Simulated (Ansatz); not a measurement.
Space group P-6m2 (No. 187). a = 3.150 Å, b = 3.150 Å, c = 6.648 Å, α = 90.00°, β = 90.00°, γ = 120.00°
```
atom site symmetry x y z
  Mo    1a      -6m2  0.0000  0.0000  0.0000
   S    2h       3m.  0.3333  0.6667  0.2357
```

Equation of state of this MoS₂ structure (not necessarily the ground state), with shape and atoms relaxed at each volume where symmetry leaves them free. All numbers below come from DFT PBE+D3(BJ), scalar-relativistic, plane waves, PAW in Ansatz.

Cutoff 420 eV; k points 12×12×4 on the computed 3-atom cell (Γ-centred); Gaussian smearing, width 0.02 eV; no spin polarisation.

| V (Å³/atom) | E − E(largest V) (meV/atom) | P (GPa) | gap on mesh (eV) |
| --- | --- | --- | --- |
| 16.753 | 43.18 | 9.85 | 0.74 |
| 17.324 | 14.80 | 6.26 | 0.86 |
| 17.895 | -2.28 | 3.50 | 0.98 |
| 18.467 | -10.79 | 1.44 | 1.09 |
| 19.038 | -13.13 | -0.01 | 1.21 |
| 19.609 | -11.37 | -0.93 | 1.31 |
| 20.180 | -7.20 | -1.40 | 1.42 |
| 20.942 | 0.00 | -1.60 | 1.48 |

Question: Fit a third-order Birch–Murnaghan equation to E(V).

Answer: V0 = 19.05 Å³/atom, B0 = 37 GPa, B0' = 13.4. B0' is unusual or poorly fixed by this range.

This form isn't the usual stable structure of the compound.